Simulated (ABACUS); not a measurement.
**BN: equation of state with PBE**

BN:

```
CELL_PARAMETERS angstrom
2.49824 0.00000 0.00000
-1.24912 2.16354 0.00000
0.00000 0.00000 6.63570
ATOMIC_POSITIONS crystal
N 0.66667 0.33333 0.25000
N 0.33333 0.66667 0.75000
B 0.66667 0.33333 0.75000
B 0.33333 0.66667 0.25000
```

- Program: ABACUS 3.10.1
- Task: equation of state
- Functional: PBE
- Potentials or basis: SG15 ONCV 1.2 PBE
- Cutoff: 1361 eV
- Density cutoff: 5442 eV
- Basis: DZP LCAO (the cutoffs set its grid)
- k mesh: 11 × 11 × 4
- Occupations: fermi-dirac, width 0.05 eV
- Spin: no spin polarisation
- Orbital files: N N_confined-atom_6au_2s2p1d.orb, B B_confined-atom_7au_2s2p1d.orb
- Radial cutoff of the potentials (pseudo_rcut): 10 bohr
- SCF threshold on the density: 1e-07
- Max SCF steps: 100
- Eigensolver: genelpa
- Mixing: broyden
- Mixing share: 0.7
- Symmetry key: 1
- Bands: 12

```yaml
Equilibrium_volume: 9.19 Å³/atom
Bulk_modulus_at_fixed_shape_and_positions: 234 GPa
Pressure_derivative_of_the_bulk_modulus: "3.1 (rough: it moves with the points fitted)"
```

Energy against volume, from the lowest point:
```csv
volume (Å³/atom),energy (meV/atom)
8.429,51.69
8.787,13.57
9.146,0.00
9.505,7.29
```

All runs of the series together: 21 s on 4 threads of Intel(R) Xeon(R) Platinum 8488C (Sapphire Rapids), with other jobs on the host.

Caveat: the atomic orbitals were generated for these runs and aren't a published set; the cell was scaled at fixed shape and fractional positions, which overstates the stiffness of a crystal with free parameters, most of all of layers and chains; this functional lacks dispersion, which binds the layers, so the pressure and a relaxed spacing across them are unreliable; the basis of atomic orbitals isn't converged, which shifts pressures, moduli and gaps.
